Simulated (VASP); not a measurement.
Ta2N: equation of state with PBEsol

Crystal: Ta2N.

```
Ta N
1.0
     3.08910    0.00000    0.00000
    -1.54455    2.67524    0.00000
     0.00000    0.00000    4.80488
Ta N
2 1
Direct
  0.33333 0.66667 0.25223
  0.66667 0.33333 0.74777
  0.00000 0.00000 0.00000
```

The cell comes from a database or a generator and needn't be the stable form of this composition.

```yaml
Program: VASP 6.6.1
Task: equation of state
Functional: PBEsol
Potentials_or_basis: VASP PAW PBE potentials, release 64 (Ta_pv, N)
Cutoff: 520 eV
k_mesh: 8 × 8 × 6
Occupations: fermi-dirac, width 0.05 eV
Spin: no spin polarisation
Ladder: gaps
Further_INCAR_settings: ALGO = Normal; EDIFF = 1e-06
```

* Equilibrium volume: 13.24 Å³/atom
* Bulk modulus at fixed shape and positions: 302 GPa
* Pressure derivative of the bulk modulus: 4.4 (rough: it moves with the points fitted)

Energy against volume, from the lowest point:
| volume (Å³/atom) | energy (meV/atom) |
| --- | --- |
| 12.707 | 22.25 |
| 12.971 | 5.54 |
| 13.236 | 0.00 |
| 13.501 | 4.50 |
| 13.765 | 18.01 |

All runs of the series together: 52 s on 1 thread of Intel(R) Xeon(R) 6975P-C (Granite Rapids), with other jobs on the host.

Caveat: the cell was scaled at fixed shape and fractional positions, which overstates the stiffness of a crystal with free parameters, most of all of layers and chains; the PAW data sets were made with another functional, which shifts forces and pressure a little. The run has no spin-orbit coupling, so splittings on Ta are missing.
